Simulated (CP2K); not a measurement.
## HgTe (Coloradoite) under changes of volume

One of the cells (33.215 Å³/atom); the others are scaled copies at fixed shape and fractional positions:

```
Hg Te
1.0
     4.54599    0.00000    0.00000
     2.27299    3.93694    0.00000
     2.27299    1.31231    3.71178
Hg Te
1 1
Cartesian
  0.0000 0.0000 0.0000
  6.8190 3.9369 2.7838
```

* Program: CP2K 2026.2
* Functional: PBEsol
* Potentials or basis: POTENTIAL_UZH Hg GTH-PBE-q12, Te GTH-PBE-q6; TZVP-MOLOPT-PBE-GTH basis
* Density cutoff: 6123 eV
* k mesh: 7 × 7 × 7
* Occupations: fermi-dirac, width 0.05 eV
* Spin: no spin polarisation

| volume (Å³/atom) | energy over the lowest point (meV/atom) | pressure (GPa) |
| --- | --- | --- |
| 31.223 | 89.44 | 7.5 |
| 31.887 | 61.52 | 6.0 |
| 32.551 | ? | ? |
| 33.215 | 23.05 | 3.4 |
| 33.880 | 11.27 | 2.3 |
| 34.544 | 3.74 | 1.3 |
| 35.208 | 0.00 | 0.5 |

Task: What does the run at 32.551 Å³/atom give?

Result: Energy over the lowest point 39.61 meV/atom; pressure 4.6 GPa.

Worked out: A Birch-Murnaghan fit of order 3 (a polynomial in V^(-2/3)) to the other rows has its minimum at 35.61 Å³/atom, just outside them, with B0 = V·E''(V) = 41 GPa and B' = 5.2. It gives 39.61 meV/atom at 32.551 Å³/atom, against the run's 39.61, and -dE/dV = 4.6 GPa, against 4.6.

Energies are extrapolated to zero smearing.

Caveats: the potentials were made for another functional, which shifts forces and pressure; the basis of atomic orbitals isn't converged, which shifts pressures, moduli and gaps.
